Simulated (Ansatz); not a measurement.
# ZnS (F-43m) in Ansatz: further runs

One crystal, ZnS, is run at these levels: HSE06, PBEsol0; tasks: relaxation of cell and atoms.

Everything below comes from runs of Ansatz 0.2.0. Logs are shortened: lines on timing, memory, paths and dates and some standing lists are left out, and cuts for length are marked.

## Step 1: Starting point

Symmetry: F-43m, No. 216, cubic system. Conventional cell: a = 5.404 Å, b = 5.404 Å, c = 5.404 Å, α = 90.00°, β = 90.00°, γ = 90.00°. Zn (site symmetry -43m) is surrounded by 4 S at 2.34 Å. Around S (site symmetry -43m) lie 4 Zn at 2.34 Å.

## Step 2: Relaxation of cell and atoms, HSE06

input.yaml

```yaml
crystal:
  lattice:
    - [0.0, 2.702, 2.702]
    - [2.702, 0.0, 2.702]
    - [2.702, 2.702, 0.0]
  atoms:
    - { symbol: Zn, position: [0.75, 0.75, 0.75] }
    - { symbol: S, position: [0.0, 0.0, 0.0] }
hamiltonian:
  xc: hse06
  pseudopotentials: { kind: paw }
kpoints:
  mp_grid: { grid: [5, 5, 5] }
scf:
  occupations: { method: fermi_dirac, width: 0.05 }
output:
  forces: true
  stress: true
  write_density: true
  write_potential: true
  elf: true
  volumetric_format: npy
relax:
  f_tol: 0.01
  max_steps: 40
  cell: { stress_tol: 0.05 }
```

Potentials or basis: Ansatz PAW.

The run is started by

```
$ ansatz run input.yaml --threads 2 --pin off --max-ram 5632MiB --backend cpu --events-out ev --progress --plain --runs-dir out
```

The program printed:

```text
Warning: RAYON_NUM_THREADS=2 ignored (pool sized by the plan → 2); use --threads N
Engine: ansatz 0.2.0, x86_64-unknown-linux-gnu
Pseudopotentials: kind: paw
Pseudopotential: Zn, paw, valence charge 12, recommended cutoff 420 eV (normal), Zn.paw.azcp
Pseudopotential: S, paw, valence charge 6, recommended cutoff 420 eV (normal), S.paw.azcp
Functional definition: HSE06
  parameter a = 0.25
  parameter omega = 0.11/bohr
  exchange = pbe_x - a*pbe_x_sr(omega) + a*exact_x_sr(omega)
  correlation = pbe_c
Crystal: 2 atoms, lattice volume = 39.454 Å³
Basis set: ecut = 420 eV, 749 PW (Γ), exchange–correlation on 54×54×54 points (8 copies of the dense FFT grid, shifted against one another)
Bands: 13, of which v1, the nominal top of the filled ones, is band 9 counted from 1 (8 counted from 0)
Symmetry: 24 space group operations
Space group: F-43m (ITA 216), of the structure as read, at distance tolerance 3.4e-5 Å
k-points: 10 of 125 (time reversal used)
Non-local potential: Zn, projectors of the file, l = 0: 2, l = 1: 2, l = 2: 3, l = 3: 1
Non-local potential: S, projectors of the file, l = 0: 2, l = 1: 2, l = 2: 2
PAW form: soft (Blöchl's): semilocal exchange-correlation on the pseudo side does not see the compensation charge
PAW frozen core: Zn, regenerated for the run's functional, and the local potential with it (the file was generated under x = pbe(κ = 0.804, μ = 0.2195149727645171), c = pbe(β = 0.06672455060314922))
PAW frozen core: S, regenerated for the run's functional, and the local potential with it (the file was generated under x = pbe(κ = 0.804, μ = 0.2195149727645171), c = pbe(β = 0.06672455060314922))
PAW one-centre angular grid: Zn, 590 points (default); XC on 64 Gauss nodes
PAW one-centre angular grid: S, 110 points (default); XC on 64 Gauss nodes
Initial density: superposition of atomic densities (neutral atoms: chi_scale 0, normalization atom), corrected by the library's trained network
Initial wavefunctions: pseudopotential atomic-orbital guess
Functional: x = pbe(κ = 0.804, μ = 0.2195149727645171), c = pbe(β = 0.06672455060314922), warm-up for x = pbe(κ = 0.804, μ = 0.2195149727645171) + 0.25 (exact − pbe) at short range (hse, ω = 0.20786987370883472 Å⁻¹), c = pbe(β = 0.06672455060314922); HSE06 as pw.x's `hse` composes it (authors' and Libxc's form: `xc: wpbeh`)
SCF iter   1: F=—  HF=-4222.719303 eV  |F-HF|=—  |Δ(HF+E_count)|=         —  Δρ=1.66e-3  dr2=9.64e-4  ethr=1.77e-3  ⟨swp⟩=9.0  Hψ=667  notcnv=0
preconditioner: auto → none  [insulator: Δε(μ)=2.108 eV  Ē_g=12.264 eV  σ=0.050 eV  W_gap=1.00  n_scr=14 (ndim 8)  ℏωp=25.1 eV  f_vac=0.026  D(μ)=0.00/eV (n_scr^D=0)]
SCF iter   2: F=—  HF=-4222.719097 eV  |F-HF|=—  |Δ(HF+E_count)|=   2.06e-4  Δρ=1.39e-3  dr2=4.86e-4  ethr=5.35e-6  ⟨swp⟩=4.3  Hψ=443  notcnv=0  defer=2
iter 3 solved again at ethr=2.41e-8 eV; its pass at ethr=2.70e-6 eV (dr2=4.33e-6 eV) is discarded
SCF iter   3: F=-4222.718927 eV  HF=-4222.718893 eV  |F-HF|=3.41e-5  |Δ(HF+E_count)|=   2.04e-4  Δρ=1.78e-4  dr2=5.10e-6  ethr=2.41e-8  ⟨swp⟩=3.2  Hψ=577  notcnv=0
SCF 1 stopped early in 3 iterations: F = -4222.718927 eV  dr2 = 5.10e-6
Initial density: handed on by an earlier stage of this run
Initial wavefunctions: those handed on with the density
Functional: x = pbe(κ = 0.804, μ = 0.2195149727645171) + 0.25 (exact − pbe) at short range (hse, ω = 0.20786987370883472 Å⁻¹), c = pbe(β = 0.06672455060314922); HSE06 as pw.x's `hse` composes it (authors' and Libxc's form: `xc: wpbeh`)
Exchange kernel: α = 0.2500, screened, ω = 0.2079 Å⁻¹, Wigner–Seitz truncation, v(0) = 1042.3398 eV·Å³, q-mesh 5×5×5, nearest image of the exchange supercell L = 19.11 Å, pair-density grid 15×15×15, without the augmentation charges, whose exchange is taken in its separable form by FFT convolution over the k-point mesh (sized by the pseudopotential files, 24×24×24 at the most), smooth part of the exact exchange by density-matrix convolution
Frozen-core exchange: fock
SCF iter   1: F=—  HF=-4223.419661 eV  |F-HF|=—  |Δ(HF+E_count)|=         —  Δρ=2.19e-2  dr2=9.84e-2  ethr=2.83e-7  ⟨swp⟩=7.7  Hψ=759  notcnv=0
preconditioner: auto → none  [insulator: Δε(μ)=3.312 eV  Ē_g=14.862 eV  σ=0.050 eV  W_gap=1.00  n_scr=14 (ndim 8)  ℏωp=25.1 eV  f_vac=0.026  D(μ)=0.00/eV (n_scr^D=0)]
SCF iter   2: F=—  HF=-4223.392479 eV  |F-HF|=—  |Δ(HF+E_count)|=   2.72e-2  Δρ=3.49e-3  dr2=6.77e-3  ethr=2.83e-7  ⟨swp⟩=6.0  Hψ=578  notcnv=0
SCF iter   3: F=—  HF=-4223.385870 eV  |F-HF|=—  |Δ(HF+E_count)|=   6.61e-3  Δρ=3.28e-3  dr2=2.92e-3  ethr=2.83e-7  ⟨swp⟩=5.0  Hψ=490  notcnv=0
SCF iter   4: F=—  HF=-4223.385751 eV  |F-HF|=—  |Δ(HF+E_count)|=   1.19e-4  Δρ=5.63e-4  dr2=1.31e-3  ethr=2.83e-7  ⟨swp⟩=4.0  Hψ=383  notcnv=0
SCF iter   5: F=—  HF=-4223.395592 eV  |F-HF|=—  |Δ(HF+E_count)|=   9.84e-3  Δρ=2.06e-3  dr2=8.67e-4  ethr=2.83e-7  ⟨swp⟩=5.0  Hψ=458  notcnv=0
SCF iter   6: F=—  HF=-4223.395277 eV  |F-HF|=—  |Δ(HF+E_count)|=   3.15e-4  Δρ=1.26e-4  dr2=2.38e-5  ethr=2.83e-7  ⟨swp⟩=4.0  Hψ=394  notcnv=0
SCF iter   7: F=—  HF=-4223.395409 eV  |F-HF|=—  |Δ(HF+E_count)|=   1.32e-4  Δρ=2.49e-4  dr2=1.39e-5  ethr=2.24e-8  ⟨swp⟩=4.5  Hψ=398  notcnv=0
SCF iter   8: F=-4223.395404 eV  HF=-4223.395404 eV  |F-HF|=4.16e-7  |Δ(HF+E_count)|=   4.77e-6  Δρ=1.87e-5  dr2=7.88e-7  ethr=2.24e-8  ⟨swp⟩=4.0  Hψ=330  notcnv=0
SCF 2 stopped early in 8 iterations: F = -4223.395404 eV  dr2 = 7.88e-7
[... 82 lines left out ...]
hybrid outer 2: dexx = +7.254e-8 eV, tail = 3.38e-9 eV, Δε = 9.11e-4 eV (about 2.80e-5 eV left of the loop's levels)
Exchange kernel: α = 0.2500, screened, ω = 0.2079 Å⁻¹, Wigner–Seitz truncation, v(0) = 1042.5226 eV·Å³, q-mesh 5×5×5, nearest image of the exchange supercell L = 19.19 Å, pair-density grid 15×15×15, without the augmentation charges, whose exchange is taken in its separable form by FFT convolution over the k-point mesh (sized by the pseudopotential files, 24×24×24 at the most), smooth part of the exact exchange by density-matrix convolution
Frozen-core exchange: fock
SCF iter   1: F=—  HF=-4223.396013 eV  |F-HF|=—  |Δ(HF+E_count)|=         —  Δρ=9.39e-7  dr2=2.08e-10  ethr=9.38e-11  ⟨swp⟩=5.5  Hψ=355  notcnv=0
preconditioner: auto → none  [insulator: Δε(μ)=3.281 eV  Ē_g=14.516 eV  σ=0.050 eV  W_gap=1.00  n_scr=14 (ndim 8)  ℏωp=24.9 eV  f_vac=0.031  D(μ)=0.00/eV (n_scr^D=0)]
SCF iter   2: F=-4223.396013 eV  HF=-4223.396013 eV  |F-HF|=2.73e-12  |Δ(HF+E_count)|=  1.05e-10  Δρ=6.36e-8  dr2=1.10e-12  ethr=1.00e-12  ⟨swp⟩=4.0  Hψ=331  notcnv=0
SCF 10 converged in 2 iterations: F = -4223.396013 eV  dr2 = 1.10e-12
  Residual-converged pass: ⟨swp⟩=4.1  Hψ=349  notcnv=0  max |occ|·‖R‖ = 9.9e-9 eV (tolerance 1.0e-8 eV)  dr2=1.10e-12  dr2_onsite=3.10e-13  max |Δocc| = 3.1e-25
hybrid outer 3: dexx = +1.211e-11 eV, tail = 3.25e-12 eV, Δε = 1.18e-5 eV (about 7.71e-7 eV left of the loop's levels), ΔF = 4.16e-17 eV/Å (tail 1.46e-17)
relax step   3: F+E_penalty+E_count = -4223.39601285 eV  Δ(F+E_penalty+E_count) = -1.116e-4 eV  max|allowed force component| = 8.789e-17 eV/Å  Δτ_max = 0.0000 Å  P = +0.008 GPa  Ω = 39.951 Å³  energy of the carried Pulay correction = -3.340e-4 eV  (14 SCF iters, accepted)
Exchange kernel: α = 0.2500, screened, ω = 0.2079 Å⁻¹, Wigner–Seitz truncation, v(0) = 1042.5226 eV·Å³, q-mesh 5×5×5, nearest image of the exchange supercell L = 19.19 Å, pair-density grid 15×15×15, without the augmentation charges, whose exchange is taken in its separable form by FFT convolution over the k-point mesh (sized by the pseudopotential files, 24×24×24 at the most), smooth part of the exact exchange by density-matrix convolution
Frozen-core exchange: fock
iter 1 solved again at ethr=1.41e-9 eV; its pass at ethr=1.00e-1 eV (dr2=2.54e-7 eV) is discarded
SCF iter   1: F=—  HF=-4223.396136 eV  |F-HF|=—  |Δ(HF+E_count)|=         —  Δρ=1.65e-4  dr2=3.36e-7  ethr=1.41e-9  ⟨swp⟩=14.1  Hψ=1043  notcnv=0
preconditioner: auto → none  [insulator: Δε(μ)=3.974 eV  Ē_g=14.863 eV  σ=0.050 eV  W_gap=1.00  n_scr=14 (ndim 8)  ℏωp=24.9 eV  f_vac=0.031  D(μ)=0.00/eV (n_scr^D=0)]
SCF iter   2: F=—  HF=-4223.396289 eV  |F-HF|=—  |Δ(HF+E_count)|=   1.53e-4  Δρ=8.70e-5  dr2=2.59e-7  ethr=1.41e-9  ⟨swp⟩=4.0  Hψ=366  notcnv=0
SCF iter   3: F=—  HF=-4223.396336 eV  |F-HF|=—  |Δ(HF+E_count)|=   4.65e-5  Δρ=2.41e-5  dr2=8.06e-8  ethr=1.27e-9  ⟨swp⟩=4.0  Hψ=324  notcnv=0
iter 4 solved again at ethr=2.15e-12 eV; its pass at ethr=2.79e-10 eV (dr2=3.86e-10 eV) is discarded
SCF iter   4: F=—  HF=-4223.396339 eV  |F-HF|=—  |Δ(HF+E_count)|=   3.02e-6  Δρ=4.04e-6  dr2=9.66e-10  ethr=2.15e-12  ⟨swp⟩=2.2  Hψ=611  notcnv=0
SCF iter   5: F=—  HF=-4223.396339 eV  |F-HF|=—  |Δ(HF+E_count)|=   1.71e-7  Δρ=9.15e-7  dr2=1.32e-10  ethr=2.14e-12  ⟨swp⟩=4.9  Hψ=458  notcnv=0  defer=26
SCF iter   6: F=-4223.396339 eV  HF=-4223.396339 eV  |F-HF|=1.14e-7  |Δ(HF+E_count)|=   4.93e-9  Δρ=9.09e-7  dr2=4.64e-11  ethr=1.00e-12  ⟨swp⟩=4.0  Hψ=364  notcnv=0
SCF 11 stopped early in 6 iterations: F = -4223.396339 eV  dr2 = 4.64e-11
hybrid outer 1: dexx = +1.858e-7 eV, tail = 2.91e-9 eV
Exchange kernel: α = 0.2500, screened, ω = 0.2079 Å⁻¹, Wigner–Seitz truncation, v(0) = 1042.5226 eV·Å³, q-mesh 5×5×5, nearest image of the exchange supercell L = 19.19 Å, pair-density grid 15×15×15, without the augmentation charges, whose exchange is taken in its separable form by FFT convolution over the k-point mesh (sized by the pseudopotential files, 24×24×24 at the most), smooth part of the exact exchange by density-matrix convolution
Frozen-core exchange: fock
SCF iter   1: F=—  HF=-4223.396339 eV  |F-HF|=—  |Δ(HF+E_count)|=         —  Δρ=1.33e-6  dr2=2.89e-10  ethr=8.09e-11  ⟨swp⟩=10.5  Hψ=510  notcnv=0
SCF iter   2: F=-4223.396339 eV  HF=-4223.396339 eV  |F-HF|=5.54e-9  |Δ(HF+E_count)|=   3.77e-9  Δρ=8.67e-7  dr2=1.08e-11  ethr=1.59e-12  ⟨swp⟩=4.0  Hψ=334  notcnv=0
SCF 12 converged in 2 iterations: F = -4223.396339 eV  dr2 = 1.08e-11
  Residual-converged pass: ⟨swp⟩=4.0  Hψ=352  notcnv=0  max |occ|·‖R‖ = 9.5e-9 eV (tolerance 1.0e-8 eV)  dr2=1.10e-11  dr2_onsite=2.41e-12  max |Δocc| = 1.7e-25
hybrid outer 2: dexx = +3.214e-11 eV, tail = 2.69e-11 eV, Δε = 5.54e-5 eV (about 5.11e-6 eV left of the loop's levels)
relax step   4: F+E_penalty+E_count = -4223.39633912 eV  Δ(F+E_penalty+E_count) = -3.263e-4 eV  max|allowed force component| = 1.064e-16 eV/Å  Δτ_max = 0.0000 Å  P = +0.008 GPa  Ω = 39.951 Å³  stress off target by 7.91e-3 GPa  SCF on the basis re-selected at this cell (its energy is not comparable with the rows above)  (8 SCF iters)
basis re-selected at this cell: Δ(F+E_penalty+E_count) = -3.263e-4 eV, ΔP = -0.000 GPa vs the last step (what re-selecting the basis moved, of the pressure what is left beyond the Pulay correction that the steps carried, after the strain that the cell walked since its last selection, with what the two solves' SCF thresholds leave and, on support functions, any second-order correction that the steps lacked; it is no measure of the basis error at this ecutwfc). This SCF's stress stands 7.91e-3 GPa from its target on what of the cell is left free (relax.cell.stress_tol is 5.00e-2 GPa) and its largest allowed force component is 1.06e-16 eV/Å (relax.f_tol is 1.00e-2 eV/Å): within both
hybrid SCF converged: 2 outer / 8 inner (+0 warm-up), last move |dexx| = 3.21e-11 eV, tail = 2.69e-11 eV
Stability not checked: this state was not tested for a lower state beside it, because the functional holds exact exchange (a hybrid, or Hartree-Fock), whose exchange loop this test does not read (fock_operator; see scf.lower_state_search)
Free energy (F): -4223.396339 eV
Frozen-core exchange: fock
Harris-Foulkes:  -4223.396339 eV  (|F-HF|=5.54e-9)
Internal energy: -4223.396339 eV  (E = F + TS)
E sigma→0 (E₀):  -4223.396339 eV
Fermi energy:    6.563793 eV
--- Per-component energies (eV) ---
  E_band       = -29.218628
  E_kinetic    = 237.526165
  E_local      = -2059.265005  (includes V_loc(G=0)·N_el)
  E_nonlocal   = 647.410034
  E_hartree    = 865.734233
  E_xc         = -186.525484
  E_vxc        = -111.580503  (∫ρ·V_xc dr)
  E_exx        = -53.193773  (= α·E_x^exact, valence–valence)
  E_paw        = -2427.471365  (= ΣΔE_a)
  E_vpaw       = -368.389879  (= ΣTr[D̂ρ^β])
  E_aug_tail   = -0.000367  (compensation charges beyond the density's cutoff)
  E_ewald      = -1248.158097
  E_core_change = 0.547318  (= ΣΔE_core)
  E_smearing   = -0.000000  (= −TS)
  E_closure    = -0.000000  (closes the sum)
  Σ components = -4223.396339   (vs F -4223.396339, Δ=-9.09e-13)
--- Forces (eV/Å), atoms counted from 1 ---
  atom   1  Zn     0.00000000    -0.00000000    -0.00000000
  atom   2  S     -0.00000000     0.00000000     0.00000000
  max |Σ_I F_I| component: 3.70e-17 eV/Å
--- Stress (GPa, compression-positive) ---
        0.007909      -0.000000      -0.000000
       -0.000000       0.007909       0.000000
       -0.000000       0.000000       0.007909
  P = ⅓ Tr σ = 0.0079 GPa (0.079 kbar)
--- Band table (eV; the first three rows and the last of 10) ---
  k-point 0: bands = ["-9.3219", "-2.9676", "-2.9676", "-2.9676", "-2.5414", "-2.5414", "4.8958", "4.8958", "4.8958", "8.1766", "12.5883"]
  k-point 1: bands = ["-9.0231", "-2.9249", "-2.9249", "-2.9020", "-2.5428", "-2.5428", "2.6431", "4.5543", "4.5543", "9.4808", "12.6884"]
  k-point 2: bands = ["-8.4658", "-2.8709", "-2.8709", "-2.5247", "-2.5247", "-2.5101", "-0.0555", "4.0786", "4.0786", "9.4850", "13.1468"]
  k-point 9: bands = ["-8.1250", "-2.8084", "-2.7691", "-2.6167", "-2.5262", "-2.2310", "0.2407", "1.9527", "2.7863", "11.4903", "11.9621"]
  guard bands above this table: 2 of the run's 13 bands. The solve was not asked for them (output.publish_guard_bands: true or output.eigenvalues: true publishes all)
--- Relaxed structure (3 steps of the walk, 3 accepted, 1 SCFs on fresh bases) ---
  F+E_penalty+E_count = -4223.39633912 eV   max|allowed force component| = 1.064e-16 eV/Å   (the final SCF, on the basis selected at the relaxed cell)
  cell:  # Å, volume = 39.9507 Å³
    - [7.6430580493433856e-34, 2.7133027946725132, 2.7133027946725132]
    - [2.7133027946725132, 2.2483329095151787e-33, 2.7133027946725132]
    - [2.7133027946725132, 2.7133027946725132, 3.4712221974101206e-33]
  atoms:
    - { symbol: Zn, position: [0.7499999999999999, 0.7499999999999999, 0.7499999999999999] }
    - { symbol: S, position: [7.276289729442275e-34, -4.662765255193621e-34, -6.504112043868809e-34] }
```

Run time: 51 s. Hardware: 2 threads of Intel Xeon at 2.70GHz, shared host; peak memory 0.82 GiB.

What came out:

```yaml
Free_energy: -4223.3963 eV
Relaxed_volume: 19.98 Å³/atom
Relaxed_cell: a = 3.837 Å, b = 3.837 Å, c = 3.837 Å, α = 60.00°, β = 60.00°, γ = 60.00°
Space_group_after_relaxing_to_0.05_Å: F-43m (No. 216)
Energy_gained_by_relaxing: 0.7 meV/atom
Ionic_steps: 4
Pressure_after_relaxing: 0.0 GPa
Band_gap_on_the_k_mesh: 3.28 eV, direct
```

The path:
```
step  energy change (eV)  largest force (eV/Å)  volume (Å³)
   1              0.0000                0.0000        39.45
   2             -0.0011                0.0000        39.75
   3             -0.0012                0.0000        39.95
   4             -0.0015                0.0000        39.95
```

Final structure:
```xyz
2
Lattice="0.0000 2.7133 2.7133 2.7133 0.0000 2.7133 2.7133 2.7133 0.0000" Properties=species:S:1:pos:R:3 pbc="T T T"
Zn    4.0700    4.0700    4.0700
S     0.0000    0.0000    0.0000
```

Caveat: odd divisions of the mesh miss points on the zone boundary, where band edges often lie, so the gap on the mesh can be too wide; the plane-wave basis is chosen anew once the cell has moved, so the energies of steps on either side of that aren't comparable; the PAW data sets come from PBE, with cores solved anew for the run's functional, which leaves a small shift of forces and pressure. Zero-point motion and thermal expansion aren't in these numbers.

[end of part 1 of 2]
